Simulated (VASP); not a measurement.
# Mg (P6/mmm) in VASP: further runs

One crystal, Mg, is run at these levels: LDA; tasks: single point.

All numbers are computed with VASP 6.6.1; they aren't measurements. Logs are shortened: lines on timing, memory, paths and dates and some standing lists are left out, and cuts for length are marked.

## 1. The cell of the first run

The structure is hexagonal, space group P6/mmm (No. 191). Conventional cell: a = 3.050 Å, b = 3.050 Å, c = 3.091 Å, α = 90.00°, β = 90.00°, γ = 120.00°. Mg (site symmetry 6/mmm) has 8 Mg at 3.05 to 3.09 Å as nearest neighbours.

This isn't the form of Mg at room conditions, which is hcp.

## 2. Single point, LDA (strain +0.000 along x and y, +0.015 along z, atoms carried along)

INCAR reads:

```
PREC = Accurate
ENCUT = 520
EDIFF = 1E-6
ISMEAR = 0
SIGMA = 0.15
LREAL = False
LASPH = True
NELM = 100
ALGO = Fast
ISIF = 2
LWAVE = False
LCHARG = False
GGA = CA
NBANDS = 7
```

KPOINTS reads:

```
Automatic mesh
0
Gamma
  18 18 16
```

POSCAR reads:

```
Mg
1.0
    3.0502998005      0.0000000000      0.0000000000
   -1.5251499003      2.6416371164      0.0000000000
    0.0000000000      0.0000000000      3.0905101335
Mg
1
Direct
    0.0000000000      0.0000000000      0.0000000000
```

Potentials or basis: VASP PAW LDA potentials, release 64 (Mg).

On the command line:

```console
$ cat potpaw_LDA.64/Mg/POTCAR > POTCAR
$ mpirun -np 1 vasp_std > vasp.out
```

OUTCAR:

```text
PREC = Accurate
   ENCUT = 520
   EDIFF = 1E-6
   ISMEAR = 0
   LREAL = False
   LASPH = True
   NELM = 100
   ISIF = 2
   GGA = CA

 ion  position               nearest neighbor table
   1  0.000  0.000  0.000-

  LATTYP: Found a hexagonal cell.
 ALAT       =     3.0502998005
 C/A-ratio  =     1.0131824200

  Lattice vectors:

 A1 = (   3.0502998005,   0.0000000000,   0.0000000000)
 A2 = (  -1.5251499003,   2.6416371164,   0.0000000000)
 A3 = (   0.0000000000,   0.0000000000,   3.0905101335)

Analysis of symmetry for initial positions (statically):
=====================================================================
 Subroutine PRICEL returns:
 Original cell was already a primitive cell.

 Routine SETGRP: Setting up the symmetry group for a
 hexagonal supercell.

 Subroutine GETGRP returns: Found 24 space group operations
 (whereof 24 operations were pure point group operations)
 out of a pool of 24 trial point group operations.

The static configuration has the point symmetry D_6h.

Analysis of symmetry for dynamics (positions and initial velocities):
=====================================================================
 Subroutine PRICEL returns:
 Original cell was already a primitive cell.

 Routine SETGRP: Setting up the symmetry group for a
 hexagonal supercell.

 Subroutine GETGRP returns: Found 24 space group operations
 (whereof 24 operations were pure point group operations)
 out of a pool of 24 trial point group operations.

The dynamic configuration has the point symmetry D_6h.

 Subroutine INISYM returns: Found 24 space group operations
 (whereof 24 operations are pure point group operations),
 and found     1 'primitive' translations

----------------------------------------------------------------------------------------

                                     Primitive cell

  volume of cell :      24.9027

  direct lattice vectors                    reciprocal lattice vectors
     3.050299800  0.000000000  0.000000000     0.327836628  0.189276565  0.000000000
    -1.525149900  2.641637116  0.000000000     0.000000000  0.378553130  0.000000000
     0.000000000  0.000000000  3.090510134     0.000000000  0.000000000  0.323571177

  length of vectors
     3.050299800  3.050299801  3.090510134     0.378553130  0.378553130  0.323571177

  position of ions in fractional coordinates (direct lattice)
     0.000000000  0.000000000  0.000000000

  ion indices of the primitive-cell ions
   primitive index   ion index
                 1           1

----------------------------------------------------------------------------------------

 KPOINTS: Automatic mesh

Automatic generation of k-mesh.
 Grid dimensions read from file:
 generate k-points for:   18   18   16

 Generating k-lattice:

  Cartesian coordinates                     Fractional coordinates (reciprocal lattice)
     0.018213146  0.010515365  0.000000000     0.055555556  0.000000000  0.000000000
     0.000000000  0.021030729  0.000000000     0.000000000  0.055555556  0.000000000
     0.000000000  0.000000000  0.020223199     0.000000000  0.000000000  0.062500000

  Length of vectors
     0.021030729  0.021030729  0.020223199

  Shift w.r.t. Gamma in fractional coordinates (k-lattice)
     0.000000000  0.000000000  0.000000000

 Subroutine IBZKPT returns following result:
 ===========================================

 Found    333 irreducible k-points:

 Following reciprocal coordinates:
            Coordinates               Weight
  0.000000  0.000000  0.000000      1.000000
  0.055556  0.000000  0.000000      6.000000
  0.111111  0.000000  0.000000      6.000000
  0.166667 -0.000000  0.000000      6.000000
  0.222222 -0.000000  0.000000      6.000000
  0.277778  0.000000  0.000000      6.000000
[... 16 lines left out ...]
  0.333333  0.111111  0.000000     12.000000
  0.388889  0.111111  0.000000     12.000000
 [... further k-points ...]
   k-points           NKPTS =    333   k-points in BZ     NKDIM =    333   number of bands    NBANDS=      7
   number of dos      NEDOS =    301   number of ions     NIONS =      1
   total plane-waves  NPLWV =  13824
   dimension x,y,z NGX =    24 NGY =   24 NGZ =   24
   dimension x,y,z NGXF=    48 NGYF=   48 NGZF=   48
   ions per type =               1
   NGX,Y,Z   is equivalent  to a cutoff of  13.08, 13.08, 12.91 a.u.
   NGXF,Y,Z  is equivalent  to a cutoff of  26.16, 26.16, 25.82 a.u.
 SYSTEM =  unknown system
   PREC   = accura    normal or accurate (medium, high low for compatibility)
   ISTART =      0    job   : 0-new  1-cont  2-samecut
   ICHARG =      2    charge: 1-file 2-atom 10-const
   ISPIN  =      1    spin polarized calculation?
   LNONCOLLINEAR =      F non collinear calculations
   LSORBIT =      F    spin-orbit coupling
   LASPH  =      T    aspherical Exc in radial PAW
   ENCUT  =  520.0 eV  38.22 Ry    6.18 a.u.   5.67  5.67  5.75*2*pi/ulx,y,z
   NELM   =    100;   NELMIN=  2; NELMDL= -5     # of ELM steps
   EDIFF  = 0.1E-05   stopping-criterion for ELM
   LREAL  =      F    real-space projection
   EDIFFG = 0.1E-04   stopping-criterion for IOM
   NSW    =      0    number of steps for IOM
   IBRION =     -1    ionic relax: 0-MD 1-quasi-New 2-CG
   NFREE  =      0    steps in history (QN), initial steepest desc. (CG)
   ISIF   =      2    stress and relaxation
   ISYM   =      2    0-nonsym 1-usesym 2-fastsym
   POTIM  = 0.5000    time-step for ionic-motion
   TEBEG  =    0.0;   TEEND  =   0.0 temperature during run
   PSTRESS=    0.0 pullay stress
   NELECT =       2.0000    total number of electrons
   NUPDOWN=      -1.0000    fix difference up-down
   EMIN   =  10.00;   EMAX   =-10.00  energy-range for DOS
   EFERMI =   0.00;   METHOD = LEGACY
   ISMEAR =     0;   SIGMA  =   0.15  broadening in eV -4-tet -1-fermi 0-gaus
   EFERMI_NEDOS =   21; number of points for ismear=-14 and -15
   IALGO  =     68    algorithm
   IMIX   =      4    mixing-type and parameters
     AMIX     =   0.40;   BMIX     =  1.00
     AMIX_MAG =   1.60;   BMIX_MAG =  1.00
  volume/ion in A,a.u.               =      24.90       168.05
  Fermi-wavevector in a.u.,A,eV,Ry     =   0.706322  1.334755  6.787825  0.498891
  Thomas-Fermi vector in A             =   1.792072
   LORBIT       =      0    0 simple, 1 ext, 2 COOP (PROOUT), +10 PAW based schemes
   GGA     = CA    functional components
   LHFCALC =     F    Hartree Fock is set to
   AEXX    =    0.0000 exact exchange contribution
   IVDW    =     0    specifies the selected vdW correction
   LEPSILON=     F    determine dielectric tensor
   LRPA    =     F    only Hartree local field effects (RPA)
 non-spin polarized calculation
 RMM-DIIS sequential band-by-band and
 Gauss-broadening in eV      SIGMA  =   0.15
  energy-cutoff  :      520.00
  volume of cell :       24.90
 maximum number of plane-waves:       684
 NGX is ok and might be reduce to    24
   NGX = 11   NGY = 11   NGZ = 11

 number of electron       2.0000000 magnetization

 Free energy of the ion-electron system (eV)
  ---------------------------------------------------
  ext. energy  EPLUGINS =         0.00000000
  ---------------------------------------------------
  free energy    TOTEN  =        -1.56866504 eV

  energy without entropy =       -1.56362148  energy(sigma->0) =       -1.56614326

 E-fermi :   2.0206     XC(G=0):  -8.3906

 val. band max:        1.9874113859   @ k =   0.4444  -0.0000   0.0625
 cond. band min:       2.0255607374   @ k =   0.2222   0.1667   0.5000
 fundamental gap:      0.0381493516
 Fermi energy:         2.0206287259

 k-point     1 :       0.0000    0.0000    0.0000
  band No.  band energies     occupation
      1      -4.5431      2.00000
      2       9.7964      0.00000
      3      10.2836      0.00000
      4      14.6084      0.00000
      5      14.6084      0.00000
      6      15.5661      0.00000
      7      15.5661      0.00000

 k-point     2 :       0.0556    0.0000    0.0000
  band No.  band energies     occupation
      1      -4.4765      2.00000
      2       9.7972      0.00000
      3      10.3391      0.00000
      4      13.4215      0.00000
      5      14.0400      0.00000
      6      15.6006      0.00000
      7      16.2472      0.00000

 k-point     3 :       0.1111    0.0000    0.0000
  band No.  band energies     occupation
      1      -4.2769      2.00000
      2       9.7216      0.00000
      3      10.5057      0.00000
      4      11.7971      0.00000
      5      13.2669      0.00000
      6      15.1927      0.00000
      7      17.3574      0.00000

 k-point     4 :       0.1667   -0.0000    0.0000
  band No.  band energies     occupation
      1      -3.9451      2.00000
      2       9.0877      0.00000
      3      10.7613      0.00000
      4      10.7836      0.00000
      5      12.5720      0.00000
      6      14.7549      0.00000
      7      18.6112      0.00000

 k-point     5 :       0.2222   -0.0000    0.0000
  band No.  band energies     occupation
      1      -3.4827      2.00000
      2       7.6765      0.00000
      3      10.5577      0.00000
      4      11.1733      0.00000
      5      11.9792      0.00000
      6      14.4854      0.00000
      7      19.9790      0.00000
[... 161 lines left out ...]
 k-point    22 :       0.2778    0.1111    0.0000
  band No.  band energies     occupation
      1      -1.9790      2.00000
      2       4.8113      0.00000
      3       8.0357      0.00000
      4      12.4576      0.00000
      5      12.8997      0.00000
      6      15.8041      0.00000
      7      18.5285      0.00000

 k-point    23 :       0.3333    0.1111    0.0000
  band No.  band energies     occupation
      1      -1.1402      2.00000
      2       3.4108      0.00000
      3       7.7686      0.00000
      4      13.1832      0.00000
      5      13.1833      0.00000
      6      15.9460      0.00000
      7      17.2656      0.00000

 k-point    24 :       0.3889    0.1111    0.0000
  band No.  band energies     occupation
      1      -0.1854      2.00000
      2       2.1166      0.36578
      3       7.6047      0.00000
      4      13.3355      0.00000
      5      14.0112      0.00000
      6      16.1085      0.00000
      7      16.3602      0.00000

 [... further k-points ...]

------------------------ aborting loop because EDIFF is reached ----------------------------------------

  FORCE on cell =-STRESS in cart. coord.  units (eV):
  Direction    XX          YY          ZZ          XY          YZ          ZX
  --------------------------------------------------------------------------------------
  -------------------------------------------------------------------------------------
  Total       -0.1228752     -0.1228752     -0.2461187      0.0000000      0.0000000      0.0000000
  in kB       -7.9054940     -7.9054940    -15.8346804      0.0000000      0.0000000      0.0000000
  external PRESSURE =     -10.5485561 kB  Pullay stress =       0.0000000 kB

 VOLUME and BASIS-vectors are now :
 -----------------------------------------------------------------------------
  energy-cutoff  :      520.00
  volume of cell :       24.90
      direct lattice vectors                 reciprocal lattice vectors
     3.050299800  0.000000000  0.000000000     0.327836628  0.189276565  0.000000000
    -1.525149900  2.641637116  0.000000000     0.000000000  0.378553130  0.000000000
     0.000000000  0.000000000  3.090510134     0.000000000  0.000000000  0.323571177

 POSITION                                       TOTAL-FORCE (eV/Angst)
 -----------------------------------------------------------------------------------
      0.00000      0.00000      0.00000         0.000000      0.000000      0.000000
 -----------------------------------------------------------------------------------
    total drift:                               -0.000000      0.000000     -0.000000

  FREE ENERGIE OF THE ION-ELECTRON SYSTEM (eV)
  ---------------------------------------------------
  free  energy   TOTEN  =        -1.5686650359 eV

  energy  without entropy=       -1.5636214830  energy(sigma->0) =       -1.56614326
```

Run time: 16 s. Hardware: 1 thread of AMD EPYC 9R45 (Zen 5), shared host; peak memory 0.14 GiB.

What came out:

```
Free energy            : -1.5687 eV
Pressure               : -1.1 GPa
Band gap on the k mesh : none (metal or under the smearing width)
```

## 3. Single point, LDA (strain +0.015 along x and y, -0.030 along z, atoms carried along)

INCAR reads:

```
SYSTEM = Mg
ALGO = Fast
EDIFF = 1E-6
ENCUT = 520
GGA = CA
ISIF = 2
ISMEAR = 0
LASPH = .True.
LCHARG = .False.
LREAL = .False.
LWAVE = .False.
NBANDS = 7
NELM = 100
PREC = Accurate
SIGMA = 0.15
```

KPOINTS reads:

```
k-points
0
Gamma
  18 18 16
  0 0 0
```

POSCAR reads:

```
Mg
1.0
    3.0960542975      0.0000000000      0.0000000000
   -1.5480271488      2.6812616731      0.0000000000
    0.0000000000      0.0000000000      2.9534924429
Mg
1
Direct
    0.0000000000      0.0000000000      0.0000000000
```

Potentials or basis: VASP PAW LDA potentials, release 64 (Mg).

On the command line:

```console
$ cat potpaw_LDA.64/Mg/POTCAR > POTCAR
$ mpirun -np 1 vasp_std > vasp.out
```

It took 17 s on 1 thread of AMD EPYC 9R45 (Zen 5), shared host; peak memory 0.14 GiB.

The run converged. Its results:

```
Free energy            : -1.5651 eV
Pressure               : -0.9 GPa
Band gap on the k mesh : none (metal or under the smearing width)
```

Stress tensor (GPa, compression positive):
```
-1.91  0.00  0.00
 0.00 -1.91  0.00
 0.00  0.00  1.03
```

Levels at points of the mesh, in eV from the Fermi level:
```tsv
k point	band 1	band 2	band 3	band 4	band 5
(0.00, 0.00, 0.00)	-6.64	8.49	9.67	12.08	12.08
(0.50, 0.00, 0.00)	-1.64	-1.42	7.93	8.06	13.71
(0.00, 0.00, 0.50)	-2.65	-2.19	14.51	14.51	15.49
(0.50, 0.00, 0.50)	1.70	2.27	3.11	3.15	11.50
```
